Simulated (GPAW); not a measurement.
The system is Ti.

```
Ti
1.0
     0.00000    2.03000    2.03000
     2.03000    0.00000    2.03000
     2.03000    2.03000    0.00000
Ti
1
Direct
  0.00000 0.00000 0.00000
```

This isn't the form of Ti at room conditions, which is hcp.

| Item | Value |
| --- | --- |
| Program | GPAW 26.7.0 |
| Task | relaxation of cell and atoms |
| Functional | PBEsol |
| Dispersion | D3 |
| Potentials or basis | PAW data sets generated in the run's folder for this functional |
| Cutoff | 600 eV |
| Basis | pw |
| k mesh | 11 × 11 × 11 |
| Occupations | fermi-dirac, width 0.05 eV |
| Spin | no spin polarisation |

At the start: pressure -5.5 GPa; volume 16.73 Å³/atom.

Question: How do energy, volume and symmetry change on relaxing?

Answer: Over 3 steps the energy falls by 10.4 meV/atom and the volume is 15.91 Å³/atom (-4.9 %); space group Fm-3m (No. 225, to 0.05 Å).

The path:
| step | energy change (eV) | largest force (eV/Å) | pressure (GPa) | volume (Å³) |
| --- | --- | --- | --- | --- |
| 1 | 0.0000 | 0.0000 | -5.48 | 16.73 |
| 2 | -0.0088 | 0.0000 | -2.89 | 16.33 |
| 3 | -0.0104 | 0.0000 | 0.12 | 15.91 |

Final structure:
```
CELL_PARAMETERS angstrom
0.00000 1.99615 1.99615
1.99615 0.00000 1.99615
1.99615 1.99615 0.00000
ATOMIC_POSITIONS crystal
Ti 0.00000 0.00000 0.00000
```

Caveat: later steps reuse the first step's grids; pairwise dispersion overbinds metals, which lowers pressure and volume.
